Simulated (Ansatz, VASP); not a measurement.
## Two plane-wave programs on Ti2B

```
Ti B
1.0
    -2.82907    2.82907    2.36827
     2.82907   -2.82907    2.36827
     2.82907    2.82907   -2.36827
Ti B
4 2
Direct
  0.16440 0.33560 0.50000
  0.83560 0.66440 0.50000
  0.33560 0.83560 0.17120
  0.66440 0.16440 0.82880
  0.25000 0.25000 0.00000
  0.75000 0.75000 0.00000
```

The cell comes from a database or a generator and needn't be the stable form of this composition.

Alike in both runs: task single point; functional PBE; k mesh 7 × 7 × 7; occupations fermi-dirac, width 0.05 eV; no spin polarisation.

|  | VASP | Ansatz |
| --- | --- | --- |
| version | VASP 6.6.1 | Ansatz 0.2.0 |
| potentials or method | VASP PAW PBE potentials, release 64 (Ti_sv, B) | Ansatz PAW |
| plane-wave cutoff (eV) | 520 | 420 |
| valence electrons in the cell | 54 | 54 |

```tsv
	VASP	Ansatz	Ansatz less VASP
gap on the k mesh at the Fermi level (eV)	none	none	-
pressure (GPa)	0.5	0.6	+0.13
largest component of the traceless stress (GPa)	0.03	0.07	+0.036
rms of the force components (eV/Å)	0.039	0.039	+0.0002
```

Atom by atom the forces differ by 0.000 eV/Å (rms over components). A gap of «none» marks a metal or a gap that the smearing closes. The functional is the same, so the differences come from potentials, cutoffs and numerics.
